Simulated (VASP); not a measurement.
A run of VASP 6.6.1 is set up as follows.

File INCAR:

```
PREC = Accurate ; ENCUT = 600
EDIFF = 1E-6 ; ISMEAR = 1
SIGMA = 0.1 ; LREAL = F
LASPH = T ; NELM = 80
ALGO = Normal ; ISIF = 3
LWAVE = F ; LCHARG = F
GGA = PE ; IVDW = 12
IBRION = 2 ; NSW = 90
EDIFFG = -0.01
```

KPOINTS

```
regular mesh
0
Gamma
  14 14 14
```

Contents of POSCAR:

```
HfN
1.0
    0.0000000000      2.2560000000      2.2560000000
    2.2560000000      0.0000000000      2.2560000000
    2.2560000000      2.2560000000      0.0000000000
Hf N
1 1
Direct
    0.0000000000      0.0000000000      0.0000000000
    0.5000000000      0.5000000000      0.5000000000
```

Potentials or basis: VASP PAW PBE potentials, release 64 (Hf_pv, N).

Command:

```sh
$ cat potpaw_PBE.64/Hf_pv/POTCAR potpaw_PBE.64/N/POTCAR > POTCAR
$ mpirun -np 1 vasp_std > vasp.out
```

Q: Predict the space group after relaxing (to 0.05 Å).

A: Fm-3m (No. 225).

Q: Estimate the relaxed volume.

A: 11.42 Å³/atom.

Q: What does it give for the dispersion energy per atom?

A: -0.390 eV.

Final structure:
```xyz
2
Lattice="0.0000 2.2517 2.2517 2.2517 0.0000 2.2517 2.2517 2.2517 0.0000" Properties=species:S:1:pos:R:3 pbc="T T T"
Hf    0.0000    0.0000    0.0000
N     2.2517    2.2517    2.2517
```

Caveat: pairwise dispersion overbinds metals, which lowers pressure and volume. The run has no spin-orbit coupling, so splittings on Hf are missing.
